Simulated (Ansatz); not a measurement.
A run of Ansatz 0.2.0:

File input.yaml:

```yaml
crystal:
  lattice:
    - [2.7513778946, 0.0, 0.0]
    - [-1.3756889473, 2.3827631521, 0.0]
    - [0.0, 0.0, 4.46229]
  atoms:
    - { symbol: Ir, position: [0.3333333333, 0.6666666667, 0.25] }
    - { symbol: Ir, position: [0.6666666667, 0.3333333333, 0.75] }
hamiltonian:
  xc: pbesol
  pseudopotentials: { kind: paw }
kpoints:
  mp_grid: { grid: [11, 11, 6] }
scf:
  occupations: { method: fermi_dirac, width: 0.05 }
output:
  forces: true
  stress: true
  eigenvalues: true
  write_density: true
  write_potential: true
  elf: true
  volumetric_format: npy
relax:
  f_tol: 0.01
  max_steps: 40
  cell: { stress_tol: 0.05 }
```

Potentials or basis: Ansatz PAW.

Command:

```console
$ ansatz run input.yaml --threads 2 --pin off --max-ram 5632MiB --backend cpu --events-out ev --progress --plain --runs-dir out
```

Hardware: 2 threads of Arm Neoverse V1, with other jobs on the host.

**Question.** Estimate the wall time of this run.

**Answer.** Run time: 7.1 s on 2 threads of Arm Neoverse V1 (shared host), peak memory 0.32 GiB. Counts: scf iterations 36, plane waves 549, k points 64, bands 21, ion steps 6.
